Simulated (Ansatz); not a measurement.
A nudged elastic band was laid between two geometries of a periodic cell of 17 atoms, Si (host Si, host structure diamond, interstitial Si).

Computed with Ansatz 0.2.0, DFT PBEsol, scalar-relativistic, plane waves, PAW. Settings: PAW set soft_1, cutoff 420 eV, k mesh 2x2x2, gaussian smearing 0.02 eV, no spin polarisation.

| Item | Value |
| --- | --- |
| movable images | 5 |
| climbing image | yes |
| spring | 5.0 eV/Å² |
| optimiser | quadratic models (default) |
| start path | straight line |
| force threshold | 0.05 eV/Å |
| iteration limit | 80 |
| end points | relaxed |

Image 0:

```xyz
17
Lattice="0.0000 5.4300 5.4300 5.4300 0.0000 5.4300 5.4300 5.4300 0.0000" Properties=species:S:1:pos:R:3
Si -0.022 -0.021 0.029
Si 1.358 1.358 1.399
Si 2.737 2.738 0.029
Si 4.072 4.074 1.362
Si 2.723 -0.006 2.715
Si 4.042 1.358 4.075
Si 5.408 2.738 2.695
Si 6.788 4.105 4.075
Si -0.006 2.723 2.716
Si 1.357 4.042 4.076
Si 2.737 5.410 2.695
Si 4.104 6.789 4.076
Si 2.719 2.720 5.437
Si 4.073 4.073 6.789
Si 5.426 5.427 5.438
Si 6.788 6.788 6.757
Si 6.787 6.789 9.509
```

Image 6:

```xyz
17
Lattice="0.0000 5.4300 5.4300 5.4300 0.0000 5.4300 5.4300 5.4300 0.0000" Properties=species:S:1:pos:R:3
Si 0.000 0.001 0.000
Si 1.354 1.354 1.354
Si 2.715 2.715 0.033
Si 4.077 4.077 1.353
Si 2.715 0.033 2.715
Si 4.077 1.354 4.076
Si 5.397 2.715 2.714
Si 6.765 4.095 4.095
Si 0.033 2.715 2.716
Si 1.353 4.077 4.077
Si 2.715 5.396 2.715
Si 4.097 6.764 4.096
Si 2.714 2.714 5.397
Si 4.093 4.093 6.767
Si 5.428 5.426 5.431
Si 6.763 6.763 6.763
Si 8.143 8.141 8.146
```

Q: What changes between the two ends?

A: Contacts lost: Si1–Si17. Contacts made: Si14–Si17. The atom that moves furthest is Si17, by 2.35 Å; four of its nearest neighbours are Si3 2.39, Si1 2.39, Si7 2.39, Si11 2.39 Å at the first end and Si16 2.39, Si12 2.39, Si8 2.39, Si14 2.39 Å at the last.

Q: What energy profile does the band end with?

A: The run converged. The highest image is number 3 of 0 to 6, 0.295 eV above the ends, which have the same energy within 2 meV. By the program's own check the climbing image is of a kind that is not told: the force calls were inconclusive, a negative curvature could not be distinguished from the path's own, the only one lies far off the path, or fixed occupations may fill a level only in part (lowest curvatures found: -0.26 and 0.27 eV/Å²). Limits of this set-up: coarse k mesh, PAW files made for another functional, a small cell, in which the defect meets its images.

```tsv
image	path coordinate (Å)	energy (eV)	Si1–Si17 (Å)	Si14–Si17 (Å)
0	0.00	0.000	2.39	4.70
1	0.58	0.111	2.45	4.23
2	1.16	0.261	2.61	3.75
3	1.74	0.295	3.12	3.12
4	2.32	0.261	3.74	2.61
5	2.89	0.113	4.23	2.45
6	3.47	0.000	4.70	2.39
```

Q: What is the geometry of the highest image?

A: 
```xyz
17
Lattice="0.0000 5.4300 5.4300 5.4300 0.0000 5.4300 5.4300 5.4300 0.0000" Properties=species:S:1:pos:R:3
Si 0.238 0.238 -0.235
Si 1.431 1.431 1.382
Si 2.813 2.812 0.106
Si 4.293 4.294 1.140
Si 2.642 0.021 2.790
Si 4.050 1.431 4.001
Si 5.327 2.812 2.619
Si 6.690 4.175 4.173
Si 0.021 2.642 2.790
Si 1.430 4.051 4.001
Si 2.812 5.329 2.619
Si 4.175 6.691 4.173
Si 2.642 2.642 5.410
Si 3.835 3.835 7.027
Si 5.209 5.209 5.652
Si 6.689 6.690 6.685
Si 7.466 7.467 8.826
```

The run took 7.6 min on 1 thread of Arm Neoverse V1, with other jobs on the host, peak memory 0.8 GiB.
